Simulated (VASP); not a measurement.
Input of a VASP 6.6.1 run:

Contents of POSCAR:

```
SnSe
1.0
    0.0000000000      3.0100000000      3.0100000000
    3.0100000000      0.0000000000      3.0100000000
    3.0100000000      3.0100000000      0.0000000000
Sn Se
1 1
Direct
    0.0000000000      0.0000000000      0.0000000000
    0.5000000000      0.5000000000      0.5000000000
```

INCAR.step1

```
PREC = Accurate
ENCUT = 450
EDIFF = 1E-8
ISMEAR = 0
SIGMA = 0.01
LREAL = False
LASPH = True
NELM = 100
ALGO = Normal
LWAVE = True
LCHARG = False
```

Contents of INCAR.step2:

```
PREC = Accurate
ENCUT = 450
EDIFF = 1E-8
ISMEAR = 0
SIGMA = 0.01
LREAL = False
LASPH = True
NELM = 1
ALGO = Exact
LWAVE = True
LCHARG = False
NBANDS = 133
LOPTICS = True
ISTART = 1
```

INCAR.step3

```
PREC = Accurate
ENCUT = 450
EDIFF = 1E-8
ISMEAR = 0
SIGMA = 0.01
LREAL = False
LASPH = True
ALGO = EVGW0
LWAVE = False
LCHARG = False
NELMGW = 1
NBANDS = 133
ENCUTGW = 100
NOMEGA = 50
PRECFOCK = Fast
ISTART = 1
NBANDSGW = 18
```

File KPOINTS:

```
Automatic mesh
0
Gamma
  4 4 4
```

Potentials or basis: VASP PAW LDA potentials, release 64 (Sn_d_GW, Se_GW).

Run with:

```sh
$ cat potpaw_LDA.64/Sn_d_GW/POTCAR potpaw_LDA.64/Se_GW/POTCAR > POTCAR
$ cp INCAR.step1 INCAR
$ mpirun -np 1 vasp_std > vasp.out
$ cp INCAR.step2 INCAR
$ mpirun -np 1 vasp_std > vasp.out
$ cp INCAR.step3 INCAR
$ mpirun -np 1 vasp_std > vasp.out
```

(1) Estimate the quasiparticle gap.

(2) What does it give for the least direct quasiparticle gap?

(3) What does it give for the band gap on the k mesh, mean-field level?

## Answers

(1) 0.69 eV.

(2) 0.69 eV.

(3) 0.61 eV, direct.

Caveat: the k mesh is coarse (spacing up to 0.45 Å⁻¹), so the values aren't converged; bands, screening cutoff and mesh are small and nothing is extrapolated, so the quasiparticle values aren't converged; spin-orbit coupling is left out, which moves the levels of the heavy elements.
